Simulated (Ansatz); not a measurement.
# HfN (Pm-3m) in Ansatz: single point with PBE

Aim: the single point of HfN with PBE.

All numbers are computed with Ansatz 0.2.0; they aren't measurements. Logs are shortened: lines on timing, memory, paths and dates and some standing lists are left out, and cuts for length are marked.

## (1) The structure

It takes space group Pm-3m (No. 221, cubic). Conventional cell: a = 2.825 Å, b = 2.825 Å, c = 2.825 Å, α = 90.00°, β = 90.00°, γ = 90.00°. Hf (site symmetry m-3m) has 8 N at 2.45 Å as nearest neighbours. N (site symmetry m-3m) is surrounded by 8 Hf at 2.45 Å.

The cell was built by a generator and needn't be a form met in nature.

## (2) Single point, PBE

input.yaml

```yaml
crystal:
  lattice:
    - [2.82503, 0.0, 0.0]
    - [0.0, 2.82503, 0.0]
    - [0.0, 0.0, 2.82503]
  atoms:
    - { symbol: Hf, position: [0.5, 0.5, 0.5] }
    - { symbol: "N", position: [0.0, 0.0, 0.0] }
kpoints:
  mp_grid: { grid: [5, 5, 5] }
scf:
  occupations: { method: fermi_dirac, width: 0.03 }
hamiltonian:
  xc: pbe
  pseudopotentials: { kind: all_electron, lapw: { basis_error: 0.002 } }
output:
  forces: true
  stress: true
  eigenvalues: true
```

Potentials or basis: all-electron LAPW, scalar-relativistic.

Started as:

```console
$ ansatz run input.yaml --threads 1 --pin off --max-ram 3072MiB --backend cpu --events-out ev --progress --plain --runs-dir out
```

Log:

```text
Warning: RAYON_NUM_THREADS=1 ignored (pool sized by the plan → 1); use --threads N
LAPW: plane waves up to 8.312 Å⁻¹, error target 2.0e-3 eV per atom; small_component_spin mean_spin; N in spheres of 1.045 Å, 7 of its electrons in bands, Dirac shells []; Hf in spheres of 1.402 Å, 42 of its electrons in bands, Dirac shells [] (how accurate: hamiltonian.pseudopotentials.lapw.basis_error, Limitations)
Engine: ansatz 0.2.0, aarch64-unknown-linux-gnu
Pseudopotentials: kind: all_electron
Pseudopotential: Hf, LAPW, valence charge 42, lapw/all_electron/scalar/gaussian/Hf, Koelling and Harmon's equation, gaussian nucleus
Pseudopotential: N, LAPW, valence charge 7, lapw/all_electron/scalar/gaussian/N, Koelling and Harmon's equation, gaussian nucleus
Functional definition: PBE
  parameter kappa = 0.804
  parameter beta = 0.06672455060314922
  exchange = pbe_x(kappa = kappa, mu = beta*pi^2/3)
  correlation = pbe_c(beta = beta)
Crystal: 2 atoms, lattice volume = 22.546 Å³
Basis set: ecut = 263.2263982858102 eV, 203 PW (Γ), exchange–correlation at level 2
Bands: 30, of which v1, the nominal top of the filled ones, is band 25 counted from 1 (24 counted from 0)
Symmetry: 48 space group operations
Space group: Pm-3m (ITA 221), of the structure as read, at distance tolerance 2.8e-5 Å
k-points: 10 of 125
Non-local potential: Hf, projectors of the file, none
Non-local potential: N, projectors of the file, none
Initial density: superposition of atomic densities (chi_scale 0.1, normalization cell, long waves kept (reshape's long-wave potential 0.00 eV rms))
Initial wavefunctions: plane waves of lowest kinetic energy (no species holds an atomic orbital)
Functional: x = pbe(κ = 0.804, μ = 0.2195149727645171), c = pbe(β = 0.06672455060314922)
iter 1 solved again at ethr=6.98e-3 eV; its pass at ethr=1.00e-1 eV (dr2=3.42e0 eV) is discarded
SCF iter   1: F=—  HF=-411743.366517 eV  |F-HF|=—  |Δ(HF+E_count)|=         —  Δρ=1.05e-1  dr2=3.42e0  ethr=6.98e-3  ⟨swp⟩=2.0  Hψ=1825  notcnv=0
preconditioner: auto → none  [insulator: Δε(μ)=0.485 eV  Ē_g=18.691 eV  σ=0.030 eV  W_gap=0.92  n_scr=6 (ndim 8)  ℏωp=42.1 eV  f_vac=0.000  D(μ)=0.24/eV (n_scr^D=0)  ε∞_Penn≈6.1]
SCF iter   2: F=—  HF=-411742.895686 eV  |F-HF|=—  |Δ(HF+E_count)|=   4.71e-1  Δρ=7.66e-2  dr2=1.81e0  ethr=6.98e-3  ⟨swp⟩=3.0  Hψ=896  notcnv=0
iter 3 solved again at ethr=1.74e-4 eV; its pass at ethr=3.68e-3 eV (dr2=8.53e-2 eV) is discarded
SCF iter   3: F=—  HF=-411741.794041 eV  |F-HF|=—  |Δ(HF+E_count)|=    1.10e0  Δρ=1.68e-2  dr2=8.53e-2  ethr=1.74e-4  ⟨swp⟩=2.0  Hψ=1554  notcnv=0
SCF iter   4: F=—  HF=-411741.801848 eV  |F-HF|=—  |Δ(HF+E_count)|=         —  Δρ=7.49e-3  dr2=1.97e-2  ethr=1.74e-4  ⟨swp⟩=2.0  Hψ=950  notcnv=0
the basis was enlarged: its passes take 853.9 KiB over the memory plan, 1 of 1 planned eigensolver slots
SCF iter   5: F=—  HF=-411741.784179 eV  |F-HF|=—  |Δ(HF+E_count)|=   1.77e-2  Δρ=7.18e-3  dr2=1.79e-2  ethr=4.03e-5  ⟨swp⟩=2.0  Hψ=899  notcnv=0
SCF iter   6: F=—  HF=-411741.776764 eV  |F-HF|=—  |Δ(HF+E_count)|=   7.42e-3  Δρ=1.85e-3  dr2=1.20e-3  ethr=3.65e-5  ⟨swp⟩=2.0  Hψ=842  notcnv=0
SCF iter   7: F=—  HF=-411741.776176 eV  |F-HF|=—  |Δ(HF+E_count)|=   5.89e-4  Δρ=3.53e-4  dr2=4.39e-5  ethr=2.45e-6  ⟨swp⟩=2.0  Hψ=899  notcnv=0
SCF iter   8: F=-411741.776158 eV  HF=-411741.776158 eV  |F-HF|=3.73e-8  |Δ(HF+E_count)|=   1.76e-5  Δρ=9.51e-6  dr2=3.09e-8  ethr=8.96e-8  ⟨swp⟩=2.0  Hψ=899  notcnv=0
SCF 1 converged in 8 iterations: F = -411741.776158 eV  dr2 = 3.09e-8
SCF converged after 8 iterations
Free energy (F): -411741.776158 eV
Harris-Foulkes:  -411741.776158 eV  (|F-HF|=3.73e-8)
Internal energy: -411741.775322 eV  (E = F + TS)
E sigma→0 (E₀):  -411741.775740 eV
Entropy (-TS):   -0.000836 eV (-0.418 meV/atom)
Fermi energy:    24.165152 eV
--- Per-component energies (eV) ---
  E_band       = -4374.864728
  E_kinetic    = 457965.341202
  E_xc         = -8604.642180
  E_electrostatic = -861102.474345  (all electrons and nuclei)
  E_smearing   = -0.000836  (= −TS)
  E_closure    = 0.000000  (closes the sum)
  E_atoms      = -411724.663545  (free atoms, spherical and without spin; not in F)
  Σ components = -411741.776158   (vs F -411741.776158, Δ=0.00e0)
  Basis errors (estimates in eV, not in F): energy 5.2e-4 per atom: plane waves 4.4e-4 (2.3e-4 summed), levels above the bands 7.4e-154, relativity 6.7e-8, radial functions 8.4e-5, core shells 5.2e-8; eigenvalues (radial functions only) 3.6e-6; not estimated: angular momenta, meshes, grids; target (lapw.basis_error) 2.0e-3; muffin-tin radii N 1.045 Å, Hf 1.402 Å
--- Forces (eV/Å), atoms counted from 1 ---
  atom   1  Hf     0.00000000    -0.00000000     0.00000000
  atom   2  N     -0.00000000     0.00000000    -0.00000000
  max |Σ_I F_I| component: 2.43e-30 eV/Å
--- Stress (GPa, compression-positive) ---
       -0.434657       0.000000       0.000000
        0.000000      -0.434657       0.000000
        0.000000       0.000000      -0.434657
  P = ⅓ Tr σ = -0.4347 GPa (-4.347 kbar)
--- Band table (eV; the first three rows and the last of 10) ---
  k-point 0: bands = ["-352.7760", "-349.8126", "-349.8126", "-349.8126", "-177.6838", "-177.6838", "-177.6838", "-177.6657", "-177.6657", "-38.3824", "-6.5551", "-6.5551", "-6.5551", "7.5102", "11.7773", "11.7773", "11.7773", "11.8174", "11.8174", "11.8174", "11.8317", "21.2074", "21.2074", "22.5829", "22.5829", "22.5829", "26.9438", "29.9686", "29.9686", "29.9686"]
  k-point 1: bands = ["-352.7760", "-349.8126", "-349.8126", "-349.8126", "-177.6838", "-177.6838", "-177.6838", "-177.6657", "-177.6657", "-38.3516", "-7.0460", "-6.5104", "-6.5104", "8.2117", "11.7626", "11.7802", "11.7885", "11.7885", "11.8250", "11.8355", "11.8355", "19.2147", "21.5791", "22.0054", "22.0054", "24.2373", "28.9228", "30.1499", "30.1499", "30.1687"]
  k-point 2: bands = ["-352.7760", "-349.8126", "-349.8126", "-349.8126", "-177.6838", "-177.6838", "-177.6838", "-177.6657", "-177.6657", "-38.3015", "-7.7679", "-6.4372", "-6.4372", "9.5361", "11.7396", "11.7984", "11.7995", "11.7995", "11.8142", "11.8758", "11.8758", "16.4124", "21.1303", "21.1303", "22.2850", "28.4183", "30.5158", "30.6263", "30.6263", "31.7162"]
  k-point 9: bands = ["-352.7760", "-349.8126", "-349.8126", "-349.8126", "-177.6838", "-177.6838", "-177.6838", "-177.6657", "-177.6657", "-38.1471", "-7.3915", "-7.3652", "-7.3652", "10.1964", "11.7836", "11.7872", "11.7872", "11.8340", "11.8340", "11.8443", "12.0749", "17.3500", "17.3500", "18.3485", "28.5992", "29.4056", "29.4056", "31.3391", "31.3391", "33.1945"]
```

Run time: 3.3 s. Hardware: 1 thread of Arm Neoverse V1, shared host; peak memory 0.23 GiB.

What came out:

```
Free energy            : -411741.7762 eV
Pressure               : -0.4 GPa
Band gap on the k mesh : none (metal or under the smearing width)
```

Levels at points of the mesh, in eV from the Fermi level:
```tsv
k point	band 22	band 23	band 24	band 25	band 26	band 27	band 28	band 29
(0.00, 0.00, 0.00)	-2.96	-2.96	-1.58	-1.58	-1.58	2.78	5.80	5.80
```

Caveat: the k mesh is coarse (spacing up to 0.44 Å⁻¹), so the values aren't converged; the k mesh is thin for a metal, which can move the energy by tens of meV per atom. Spin-orbit coupling is left out, which matters for the levels of Hf.
